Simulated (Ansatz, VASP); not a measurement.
As: VASP beside Ansatz

```xyz
1
Lattice="-1.7587 1.7587 1.7587 1.7587 -1.7587 1.7587 1.7587 1.7587 -1.7587" Properties=species:S:1:pos:R:3 pbc="T T T"
As    0.0000    0.0000    0.0000
```

Alike in both runs: task single point; functional RPBE; k mesh 15 × 15 × 15; occupations fermi-dirac, width 0.1 eV; no spin polarisation.

|  | VASP | Ansatz |
| --- | --- | --- |
| version | VASP 6.6.1 | Ansatz 0.2.0 |
| potentials or method | VASP PAW PBE potentials, release 64 (As) | plane waves (420 eV) with PAW, scalar-relativistic |
| plane-wave cutoff (eV) | 520 | 420 |
| valence electrons in the cell | 5 | 15 |

VASP gave:

```
pressure (GPa) : -6.7
```

What did Ansatz give for the same quantities?

Pressure (GPa): -6.6.

The two sets of potentials don't hold the same shells in valence.

Caveats: the PAW data sets were made with another functional, which shifts forces and pressure a little (VASP).
